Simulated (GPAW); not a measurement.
# Mn (P6_3/mmc) in GPAW: single point with PBE

Aim: the single point of Mn with PBE.

All numbers are computed with GPAW 26.7.0; they aren't measurements. Logs are shortened: lines on timing, memory, paths and dates and some standing lists are left out, and cuts for length are marked. The log counts tension as positive stress, the text compression.

## (1) The structure

Symmetry: P6_3/mmc, No. 194, hexagonal system. The conventional cell has a = 2.484 Å, b = 2.484 Å, c = 4.026 Å, α = 90.00°, β = 90.00°, γ = 120.00°. Mn (site symmetry -6m2) is surrounded by 12 Mn at 2.47 to 2.48 Å.

This isn't the form of Mn at room conditions, which is a 58-atom cubic cell.

## (2) Single point, PBE, collinear spin, ferromagnetic start

run.py reads:

```python
from ase.dft.bandgap import bandgap
from ase.io import read, write
from ase.units import GPa
from gpaw import GPAW, PW

atoms = read('POSCAR')
atoms.set_initial_magnetic_moments([4.0, 4.0])

calc = GPAW(mode=PW(600),
            xc='PBE',
            kpts={'size': (12, 12, 7), 'gamma': True},
            occupations={'name': 'methfessel-paxton', 'order': 0, 'width': 0.1},
            nbands=28,
            convergence={'density': 1e-05, 'energy': 1e-05},
            maxiter=150,
            txt='gpaw.txt')
atoms.calc = calc
energy = atoms.get_potential_energy()
forces = atoms.get_forces()
stress = atoms.get_stress()
calc.write('gs.gpw')
write('result.traj', atoms)
print(f'Energy: {energy:.6f} eV')
print('Forces (eV/A):')
print(forces.round(4))
print('Stress (GPa):', (stress / GPa).round(3))
print('Moments:', calc.get_magnetic_moments().round(3))
print('Fermi level:', round(calc.get_fermi_level(), 4), 'eV')
print(f'Gap: {bandgap(calc)[0]:.4f} eV, direct: {bandgap(calc, direct=True)[0]:.4f} eV')
```

POSCAR reads:

```
Mn
1.0
    2.4836457705      0.0000000000      0.0000000000
   -1.2418228853      2.1509003313      0.0000000000
    0.0000000000      0.0000000000      4.0261950000
Mn
2
Direct
    0.3333333333      0.6666666667      0.2500000000
    0.6666666667      0.3333333333      0.7500000000
```

Potentials or basis: GPAW PAW data sets (gpaw-data 1.2.1), pw.

Launch:

```bash
$ OMP_NUM_THREADS=1 python run.py
```

gpaw.txt:

```text
__  _  _
 | _ |_)|_||  |
 |__||  | ||/\| - 26.7.0

Input parameters:
  mode=PW(ecut=600.0),
  convergence={'density': 1e-05, 'energy': 1e-05},
  kpts=MonkhorstPack(size=(12, 12, 7), gamma=True),
  maxiter=150,
  nbands=28,
  occupations=Occupations(name='methfessel-paxton', order=0, width=0.1),
  xc=XC(name='PBE')

Diagonalizing LCAO Hamiltonian
Converting LCAO to pw mode

          Mn

        Mn

Atoms  # Å, Bohr magnetons
|   | symbol |         x |        y |        z |    initial magnetic moments |
|---|--------|-----------|----------|----------|-----------------------------|
| 0 |     Mn | -0.000000 | 1.433934 | 1.006549 | ( 0.0000,  0.0000,  4.0000) |
| 1 |     Mn |  1.241823 | 0.716967 | 3.019646 | ( 0.0000,  0.0000,  4.0000) |

Unit cell  # Å
| periodic |         x |        y |        z |  lengths |     angles |
|----------|-----------|----------|----------|----------|------------|
|      yes |  2.483646 | 0.000000 | 0.000000 | 2.483646 |  90.000000 |
|      yes | -1.241823 | 2.150900 | 0.000000 | 2.483646 |  90.000000 |
|      yes |  0.000000 | 0.000000 | 4.026195 | 4.026195 | 120.000000 |

Number of symmetries: 12
Symmetry operations  # r_c * U_cc + t_c -> r_c
|    | kind |            matrix            |
|----|------|------------------------------|
|  0 |  σ   |  1, 1, 0,  0,-1, 0,  0, 0, 1 |
|  1 |  S6  |  1, 1, 0, -1, 0, 0,  0, 0,-1 |
|  2 |  E   |  1, 0, 0,  0, 1, 0,  0, 0, 1 |
|  3 |  C2  |  1, 0, 0, -1,-1, 0,  0, 0,-1 |
|  4 |  C2  |  0, 1, 0,  1, 0, 0,  0, 0,-1 |
|  5 |  C3  |  0, 1, 0, -1,-1, 0,  0, 0, 1 |
|  6 |  S6  |  0,-1, 0,  1, 1, 0,  0, 0,-1 |
|  7 |  σ   |  0,-1, 0, -1, 0, 0,  0, 0, 1 |
|  8 |  σ   | -1, 0, 0,  1, 1, 0,  0, 0, 1 |
|  9 |  i   | -1, 0, 0,  0,-1, 0,  0, 0,-1 |
| 10 |  C3  | -1,-1, 0,  1, 0, 0,  0, 0, 1 |
| 11 |  C2  | -1,-1, 0,  0, 1, 0,  0, 0,-1 |

BZ-sampling:
  Number of BZ points: 1008
  Number of IBZ points: 112

  Monkhorst-Pack size: [12, 12, 7]
  Monkhorst-Pack shift: [0.041666666666666664, 0.041666666666666664, 0.0]

K-points  # in reciprocal-cell coordinates
|     |                                coordinates |     weight |
|-----|--------------------------------------------|------------|
|   0 | ( -0.00000000,  -0.00000000,   0.00000000) | 0.00099206 |
|   1 | ( -0.00000000,  -0.00000000,   0.14285714) | 0.00198413 |
|   2 | ( -0.00000000,  -0.00000000,   0.28571429) | 0.00198413 |
|   3 | ( -0.00000000,  -0.00000000,   0.42857143) | 0.00198413 |
|   4 | (  0.08333333,  -0.00000000,  -0.42857143) | 0.00595238 |
|   5 | (  0.08333333,  -0.00000000,  -0.28571429) | 0.00595238 |
|   6 | (  0.08333333,  -0.00000000,  -0.14285714) | 0.00595238 |
|   7 | (  0.08333333,  -0.00000000,   0.00000000) | 0.00595238 |
|   8 | (  0.08333333,  -0.00000000,   0.14285714) | 0.00595238 |
|   9 | (  0.08333333,  -0.00000000,   0.28571429) | 0.00595238 |
| ... |                                            |            |
| 111 | (  0.50000000,   0.50000000,   0.42857143) | 0.00595238 |

Plane wave coefficients: 744
Cutoff: 600.0 eV

Spin-components: 2 (collinear spins)
Bands:           28
Projectors:      12
Spin-degeneracy: 1
Datatype:        complex128

Parallelization:
  kpt:    1
  domain: 1
  band:   1

Density:
  Valence electrons: 30.0
  Components: 2
  Grid points: [15 15 24]
  Charge: 0.0  # |e|

Potential:
  Grid points: [15 15 24]

species:
  Mn:
    name:    Manganese
    Z:       25.0
    valence: 15
    core:    10
    charge:  0.0  # [|e|]
    compensation charges:
      type: gauss
      rc: 0.38  # [Å]
      lmax: 2
    cutoffs:
      filter: 2.14  # [Å]
      core: 0.86  # [Å]
    projectors
    | kind |    occ | energy [eV] | rcut [Å] |
    |------|--------|-------------|----------|
    |   3s |  2.000 |     -85.859 |    1.275 |
    |   4s |  2.000 |      -5.106 |    1.275 |
    |   3p |  6.000 |     -54.597 |    1.281 |
    |   4p |  0.000 |      -1.371 |    1.281 |
    |   3d |  5.000 |      -6.771 |    1.138 |
    |    d |        |      20.441 |    1.138 |

    Using partial waves for Mn as LCAO basis

Reference energy: -63028.176146  # eV

eigensolver:
  PPCG
  Converge bands: occupied
  niter=2

density mixing:
  MSR1-Mixer
  Pratt-step length: 0.05
  Maximum mixing coefficient: 0.75
  Old densities: 10
  SVD Regularization: 0.005
  Good broyden scale: 1.0
  Trust region scale: 1.0
  Backstep threshold: 4.0
  History deletion threshold: 6.0
  Fourier metric: weight=20.0, sigma=0.015

occupation numbers:
  Methfessel-Paxton:
    width: 0.1000  # eV
    order: 0

poisson solver:
  ecut: 4800.0  # eV

xc functional:
  name: PBE with 2 nearest neighbor stencil

convergence criteria:
- Maximum integral of absolute [dens]ity change: 1e-05 electrons / valence electron
- Maximum [total energy] change in last 3 cyles: 1e-05 eV / valence electron
- Maximum integral of absolute [eigenst]ate change: 4e-08 eV^2 / valence electron
maximum number of iterations: 150

SCF iterations
|iter     | |      energy | eigst |  dens |  magmom |
|---------|-|-------------|-------|-------|---------|
|iter:   1| |  -17.215742 | +0.18 |       |  +8.0156|
|iter:   2| |  -17.236496 | -2.83 | -0.89 |  +7.8637|
|iter:   3| |  -18.274502 | -2.72 | -0.91 |  +5.4624|
|iter:   4| |  -18.965760 | -2.42 | -1.06 |  +2.6744|
|iter:   5| |  -19.252025 | -2.77 | -1.41 |  +0.0813|
|iter:   6| |  -19.354608 | -2.72 | -1.61 |  -0.0874|
|iter:   7| |  -19.351139 | -4.08 | -1.95 |  +0.1078|
|iter:   8| |  -19.354875 | -4.05 | -2.33 |  -0.0812|
|iter:   9| |  -19.355120 | -5.43 | -2.61 |  -0.0031|
|iter:  10| |  -19.355250 | -5.65 | -3.28 |  +0.0074|
|iter:  11| |  -19.355269c| -6.46 | -3.78 |  -0.0009|
|iter:  12| |  -19.355273c| -7.19 | -4.15 |  +0.0015|
|iter:  13| |  -19.355273c| -8.09c| -4.47 |  +0.0003|
|iter:  14| |  -19.355273c| -7.93c| -5.04c|  +0.0000|

Converged in 14 steps
Energy contributions relative to reference atoms: (reference = -63028.176146)

Energy contributions:
  Kinetic:          -4.231054
  Coulomb:           2.352757
  Zero:              0.460483
  External:          0.000000
  Xc:              -17.931310
  Entropy:          -0.012298
  Spinorbit:         0.000000
  ----------------------------
  Free energy:     -19.361422
  Extrapolated:    -19.355273

dipole moment: (0.000000, 0.000000, 0.000000)  # |e|*Ang

Total magnetic moment: (0.000000, 0.000000, 0.000034)

Local magnetic moments
|        x |        y |        z |
|----------|----------|----------|
| 0.000000 | 0.000000 | 0.000014 |  # Mn   0
| 0.000000 | 0.000000 | 0.000014 |  # Mn   1

Fermi level: 10.606
Eigenvalues  # (at kpt = [-0.000, -0.000, 0.000])
| band index |      eig [eV] | occ [0-1] |      eig [eV] | occ [0-1] |
|------------|---------------|-----------|---------------|-----------|
|          0 |       -68.529 |     1.000 |       -68.529 |     1.000 |
|        ... |               |           |               |           |
|          7 |       -36.853 |     1.000 |       -36.853 |     1.000 |
|          8 |         2.433 |     1.000 |         2.433 |     1.000 |
|          9 |         6.195 |     1.000 |         6.195 |     1.000 |
|         10 |         9.632 |     1.000 |         9.632 |     1.000 |
|         11 |         9.662 |     1.000 |         9.662 |     1.000 |
|         12 |         9.662 |     1.000 |         9.662 |     1.000 |
[... 8 lines left out ...]
|         21 |        31.547 |     0.000 |        31.547 |     0.000 |
|         22 |        34.922 |     0.000 |        34.922 |     0.000 |
|        ... |               |           |               |           |
|         27 |        37.663 |     0.000 |        37.663 |     0.000 |

No gap
No difference between direct/indirect transitions

Forces  # eV/Ang
|        x |       y |        z |
|----------|---------|----------|
| -0.00000 | 0.00000 | -0.00007 |  # Mn   0
|  0.00000 | 0.00000 |  0.00007 |  # Mn   1

Stress tensor  # eV/Ang^3
|         x |         y |         z |
|-----------|-----------|-----------|
| -0.003901 | -0.000000 |  0.000000 |
| -0.000000 | -0.003901 | -0.000000 |
|  0.000000 | -0.000000 | -0.002122 |

# Writing to gs.gpw (mode='')
```

Run time: 100 s. Hardware: 1 thread of Arm Neoverse V2, shared host; peak memory 0.22 GiB.

What came out:

```
Free energy            : -19.3614 eV
Pressure               : 0.5 GPa
Band gap on the k mesh : none (metal or under the smearing width)
Net moment             : 0.00 μB per cell
```

Caveat: the starting moments collapsed, and a magnetic state may lie lower.
